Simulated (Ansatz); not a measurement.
The calculation used Ansatz, DFT PBE, scalar-relativistic, plane waves, PAW. All cells share a 420 eV cutoff and Γ-centred k meshes spaced at most about 0.3 Å⁻¹ (2π included). No spin polarisation.

Temperature and zero-point effects are left out.

Two relaxed structures of Ga4As3P:

A.

```yaml
crystal:
  lattice:
    - [8.01272, 0.00000, 0.00000]
    - [0.00000, 6.93801, 0.00000]
    - [0.00000, 0.00000, 6.60247]
  atoms:
    - { symbol: Ga, position: [0.00000, 0.83114, 0.36434] }
    - { symbol: Ga, position: [0.50000, 0.84372, 0.37813] }
    - { symbol: Ga, position: [0.74387, 0.33005, 0.37789] }
    - { symbol: Ga, position: [0.25613, 0.33005, 0.37789] }
    - { symbol: Ga, position: [0.24387, 0.66995, 0.87789] }
    - { symbol: Ga, position: [0.75613, 0.66995, 0.87789] }
    - { symbol: Ga, position: [0.50000, 0.16886, 0.86434] }
    - { symbol: Ga, position: [0.00000, 0.15628, 0.87813] }
    - { symbol: P, position: [0.50000, 0.16808, 0.50029] }
    - { symbol: P, position: [0.00000, 0.83192, 0.00029] }
    - { symbol: As, position: [0.25055, 0.66809, 0.50049] }
    - { symbol: As, position: [0.74945, 0.66809, 0.50049] }
    - { symbol: As, position: [0.00000, 0.16407, 0.50050] }
    - { symbol: As, position: [0.50000, 0.83593, 0.00049] }
    - { symbol: As, position: [0.24945, 0.33191, 0.00049] }
    - { symbol: As, position: [0.75055, 0.33191, 0.00049] }
```

B.

```yaml
crystal:
  lattice:
    - [-2.84214, 2.84214, 5.68245]
    - [2.84214, -2.84214, 5.68245]
    - [2.84214, 2.84214, -5.68245]
  atoms:
    - { symbol: Ga, position: [0.12071, 0.12071, 0.48682] }
    - { symbol: Ga, position: [0.63389, 0.63389, 0.51318] }
    - { symbol: Ga, position: [0.36611, 0.87929, 0.00000] }
    - { symbol: Ga, position: [0.87929, 0.36611, 0.00000] }
    - { symbol: P, position: [0.00000, 0.00000, 0.00000] }
    - { symbol: As, position: [0.25000, 0.75000, 0.50000] }
    - { symbol: As, position: [0.75000, 0.25000, 0.50000] }
    - { symbol: As, position: [0.50000, 0.50000, 0.00000] }
```

Question: Which would you expect to be lower, and how large is the difference?

Answer: B is lower, by 10 meV/atom. A has P and As ordered on wurtzite sites, space group Pmn2_1 (No. 31), 22.9 Å³/atom and a gap of 0.51 eV on its mesh; B has P and As ordered on zinc blende sites, space group I-42m (No. 121), 23.0 Å³/atom and a gap of 0.50 eV. In A, Ga on a site of symmetry m is surrounded by 1 P at 2.40 Å and 3 As at 2.47–2.48 Å; P is surrounded by 4 Ga at 2.39–2.40 Å; As on a site of symmetry 1 is surrounded by 4 Ga at 2.47–2.49 Å; 3 more sites not described. In B, Ga is surrounded by 1 P at 2.40 Å and 3 As at 2.48–2.49 Å; P is surrounded by 4 Ga at 2.40 Å; As on a site of symmetry -4 is surrounded by 4 Ga at 2.48 Å; 1 more site not described. Both come from invented guesses.

Kohn–Sham gaps at this level usually fall short of measured ones. Cells relaxed within their symmetry can be saddle points.
